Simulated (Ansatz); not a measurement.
**CuO: how the ratio of density to wavefunction cutoff moves the results**

Level of theory: DFT PBE, scalar-relativistic, plane waves, PAW in Ansatz.

```xyz
4
Lattice="2.3447 -1.7134 0.0000 2.3447 1.7134 0.0000 -0.8606 0.0000 5.0594" Properties=species:S:1:pos:R:3 pbc="T T T"
Cu    1.1723    0.8457    0.0000
Cu    0.7421   -0.8457    2.5297
O     2.0724   -0.2841    1.2836
O     1.6421    0.2841    3.8133
```

The plane-wave cutoff is 420 eV, the Γ-centred k-mesh is 16×16×8 and the occupation rule is Gaussian smearing, 0.1 eV. The spin treatment is unpolarised. The valence charge of the PAW sets is Cu 19, O 6.

The atoms are held and the ratio of density to wavefunction cutoff is swept. Energies are extrapolated to zero smearing and count from the reference run, 9. The cell isn't necessarily relaxed at this level. Pressure is positive in compression.

| ratio | ΔE (meV/atom) | P (GPa) | largest change of a force component (eV/Å) |
| --- | --- | --- | --- |
| 2 | -11.4 | 7.14 | 0.007 |
| 3 | -0.09 | 5.70 | 0.000 |
| 9 | 0.00 | 5.70 | 0.000 |

Cost: 3 runs of about 2.2 core-minutes in all, on Arm Neoverse V2 (shared hosts).